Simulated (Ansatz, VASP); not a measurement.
**BaS in VASP and in Ansatz**

```xyz
2
Lattice="0.1262 3.6456 3.6456 3.6456 0.1262 3.6456 3.6456 3.6456 0.1262" Properties=species:S:1:pos:R:3 pbc="T T T"
Ba    0.0208    0.0208    0.0208
S     1.8336    1.8336    1.8336
```

Change from the starting cell: shear_111 strain +5.4%.

Alike in both runs: task single point; functional PBE; k mesh 6 × 6 × 6; occupations fermi-dirac, width 0.02 eV; no spin polarisation.

|  | VASP | Ansatz |
| --- | --- | --- |
| version | VASP 6.6.1 | Ansatz 0.2.0 |
| potentials or method | VASP PAW PBE potentials, release 64 (Ba_sv, S) | plane waves, PAW |
| plane-wave cutoff (eV) | 520 | 420 |
| valence electrons in the cell | 16 | 16 |

```csv
,VASP,Ansatz,Ansatz less VASP
gap on the k mesh at the Fermi level (eV),2.66,2.65,-0.011
pressure (GPa),-1.0,-1.4,-0.34
largest component of the traceless stress (GPa),0.34,0.34,-0.004
rms of the force components (eV/Å),0.000,0.007,+0.0071
```

Atom by atom the forces differ by 0.007 eV/Å (rms over components).

Caveats: spin-orbit coupling is left out, which moves the levels of the heavy elements. A k mesh can miss the band edges.
